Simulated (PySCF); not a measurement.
Bonding in C3H8S

C3H8S.
Numbering: `[CH3:1][CH2:2][CH2:3][SH:4]` (hydrogens: H5, H6, H7 on C1; H8, H9 on C2; H10, H11 on C3; H12 on S4)

Cartesian coordinates in Å at the PBE0-D3(BJ)/def2-TZVP level; atoms count from 1:
```
atom  x, y, z in Å
C1    -1.5413    0.0246    0.3273
C2    -0.1612   -0.5352    0.0230
C3     0.8178    0.5521   -0.3775
S4     2.4653   -0.0492   -0.8262
H5    -1.9641    0.5293   -0.5456
H6    -1.5033    0.7513    1.1433
H7    -2.2333   -0.7676    0.6203
H8    -0.2172   -1.2767   -0.7787
H9     0.2284   -1.0610    0.9010
H10    0.9086    1.3071    0.4073
H11    0.4660    1.0704   -1.2743
H12    2.7718   -0.5788    0.3690
```

Bond orders from the PBE0/pcSseg-2 density (PySCF). Isolated species at its PBE0-D3(BJ)/def2-TZVP geometry (one conformer only).

(1) Where do the orders between heavy atoms depart from those drawn in the SMILES?

(2) Set the Mayer orders of the bonds between heavy atoms beside their lengths.

(3) And the bonds to hydrogen?

(4) Sum the orders of all bonds at each heavy atom with more than one neighbour and set the sums beside the valence in the SMILES.

## Answers

(1) The largest departure is 0.060, at C2–C3 (drawn single, 0.940).

(2) 
| bond | drawn as | length (Å) | Mayer order |
| --- | --- | --- | --- |
| C1–C2 | single | 1.520 | 0.958 |
| C2–C3 | single | 1.517 | 0.940 |
| C3–S4 | single | 1.810 | 0.959 |

(3) C–H: 0.99 to 1.01 (7 bonds); H–S: 1.02 (1 bond).

(4) C1 3.963 (drawn 4), C2 3.909 (drawn 4), C3 3.887 (drawn 4), S4 1.984 (drawn 2). Orders between atoms that aren't bonded are not in these sums.

Mayer orders depend on the basis set.

The run behind these numbers computed NMR shieldings as well. Time: 48 s; peak memory 0.95 GiB. Hardware: one thread, Arm Neoverse N1 (aarch64), on a shared host.
